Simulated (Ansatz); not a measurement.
Crystal: Ta2N.

```
Ta N
1.0
     3.11286    0.00000    0.00000
    -1.55643    2.69582    0.00000
     0.00000    0.00000    4.86984
Ta N
2 1
Direct
  0.33333 0.66667 0.25471
  0.66667 0.33333 0.74529
  0.00000 0.00000 0.00000
```

The cell comes from a database or a generator and needn't be the stable form of this composition.

Base run:

- Program: Ansatz 0.2.0
- Functional: PBE
- Potentials or basis: Ansatz PAW
- Cutoff: 420 eV
- Density cutoff: 1680 eV
- k mesh: 10 × 10 × 6
- Occupations: fermi-dirac, width 0.05 eV
- Spin: no spin polarisation

Its results: band gap on the k mesh none (metal or under the smearing width); pressure -1.3 GPa; largest force 0.018 eV/Å.

The run is repeated on the same cell with these changes: functional from PBE to revPBE. What comes out?

Band gap on the k mesh none (metal or under the smearing width); pressure 1.5 GPa; largest force 0.062 eV/Å.

revPBE binds less tightly than PBE, so the same cell stands under more pressure.

Caveats: the potentials were made for another functional, which shifts forces and pressure (some runs); the PAW data sets come from PBE, with cores solved anew for the run's functional, which leaves a small shift of forces and pressure (some runs).

Not every run made on this cell is shown here.
